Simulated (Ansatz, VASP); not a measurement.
# CdS: VASP beside Ansatz

```
Cd S
1.0
     4.13480    0.00000    0.00000
    -2.06740    3.58084    0.00000
     0.00000    0.00000    6.74900
Cd S
2 2
Cartesian
  0.0000 2.3872 0.0000
  2.0674 1.1936 3.3745
  0.0000 2.3872 2.5984
  2.0674 1.1936 5.9729
```

Alike in both runs: task single point; functional r2SCAN; k mesh 6 × 6 × 4; occupations gaussian, width 0.1 eV; no spin polarisation.

```csv
,VASP,Ansatz
version,VASP 6.6.1,Ansatz 0.2.0
potentials or method,"VASP PAW PBE potentials, release 64 (Cd, S)","scalar-relativistic, plane waves, PAW"
plane-wave cutoff (eV),520,500
valence electrons in the cell,36,52
```

Ansatz gave:

* gap on the k mesh at the Fermi level (eV): 1.68
* least direct gap on the mesh (eV): 1.68
* pressure (GPa): 1.2
* largest component of the traceless stress (GPa): 1.58
* rms of the force components (eV/Å): 0.152

Question: What did VASP give for the same quantities?

Answer: gap on the k mesh at the Fermi level (eV): 1.68; least direct gap on the mesh (eV): 1.68; pressure (GPa): 1.5; largest component of the traceless stress (GPa): 1.62; rms of the force components (eV/Å): 0.156.

Atom by atom the forces differ by 0.004 eV/Å (rms over components). With one functional, cell and mesh, what is left measures potentials, basis and numerics. The two sets of potentials don't hold the same shells in valence.

Caveats: the PAW data sets were made with another functional, which shifts forces and pressure a little (VASP). r2SCAN opens gaps a little over a GGA but as a rule still falls short of measured ones.
